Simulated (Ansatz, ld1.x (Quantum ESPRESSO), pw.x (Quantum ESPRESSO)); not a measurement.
## pw.x on sc B: one setting changed

Potential: norm-conserving RRKJ (Kleinman–Bylander form), ld1.x (Quantum ESPRESSO) 7.5, PBE; core [He], reference 2s2 2p1; waves: 2p (bound): rc 2.02 bohr; 3d channel at 0.05 Ry: rc 2.02 bohr; 2s (bound): rc 1.30 bohr; local part: the s channel; core correction: none; rho0 0.001.

The reference run (k-mesh 17³, cutoffs 70/280 Ry, Fermi–Dirac 0.01 Ry, mixing_beta 0.4, conv_thr 1e-9, no spin) gives -3.49 GPa at 6.721 Å³/atom, where all-electron LAPW gives -0.49 GPa. This run, with its own iteration cap, changes mixing_ndim to 2.

```
&control
  calculation='scf', prefix='x', pseudo_dir='./', outdir='./tmp', tstress=.true., disk_io='none'
/
&system
  ibrav=0, nat=1, ntyp=1, ecutwfc=70, ecutrho=280, nbnd=8,
  occupations='smearing', smearing='fd', degauss=0.01
/
&electrons
  conv_thr=1e-09, mixing_beta=0.4, electron_maxstep=50, mixing_ndim=2
/
ATOMIC_SPECIES
B 1.0 B.UPF
CELL_PARAMETERS angstrom
  1.88717119 0.00000000 0.00000000
  0.00000000 1.88717119 0.00000000
  0.00000000 0.00000000 1.88717119
ATOMIC_POSITIONS crystal
B 0.0000 0.0000 0.0000
K_POINTS automatic
17 17 17 0 0 0
```

```bash
pw.x < B.scf.in > B.scf.out
```

Task: How does the run end?

Result: It converges in 5 iterations; the free energy moves by +0.0 meV/atom and the pressure by +0.00 GPa. The result is that of the reference run.

```
Message from routine setup:
     using ibrav=0 with symmetry is DISCOURAGED, use correct ibrav instead
     lattice parameter (alat)  =       3.5662  a.u.
     unit-cell volume          =      45.3556 (a.u.)^3
     number of electrons       =         3.00
     number of Kohn-Sham states=            8
     kinetic-energy cutoff     =      70.0000  Ry
     charge density cutoff     =     280.0000  Ry
     scf convergence threshold =      1.0E-09
     Exchange-correlation= PBE
     number of k points=   165  Fermi-Dirac smearing, width (Ry)=  0.0100
     iteration #  1     ecut=    70.00 Ry     beta= 0.40
     total energy              =      -5.58836847 Ry
     estimated scf accuracy    <       0.00262262 Ry
     iteration #  2     ecut=    70.00 Ry     beta= 0.40
     total energy              =      -5.58861511 Ry
     estimated scf accuracy    <       0.00087730 Ry
     iteration #  3     ecut=    70.00 Ry     beta= 0.40
     total energy              =      -5.58864264 Ry
     estimated scf accuracy    <       0.00000275 Ry
     iteration #  4     ecut=    70.00 Ry     beta= 0.40
     total energy              =      -5.58864318 Ry
     estimated scf accuracy    <       0.00000019 Ry
     iteration #  5     ecut=    70.00 Ry     beta= 0.40
     the Fermi energy is    10.3151 ev
!    total energy              =      -5.58864319 Ry
     estimated scf accuracy    <          7.6E-10 Ry
     smearing contrib. (-TS)   =      -0.00137102 Ry
     The total energy is F=E-TS. E is the sum of the following terms:
     one-electron contribution =       3.64296524 Ry
     hartree contribution      =       0.07379745 Ry
     xc contribution           =      -2.14363597 Ry
     ewald contribution        =      -7.16039889 Ry
     convergence has been achieved in   5 iterations
          total   stress  (Ry/bohr**3)                   (kbar)     P=      -34.96
     Message from routine punch:
     Nothing written, as per user request (disk_io='none')
```

The run took about 2.8 s on one core of a shared host (Neoverse-V1, 32 threads, 247 GiB, load 14).
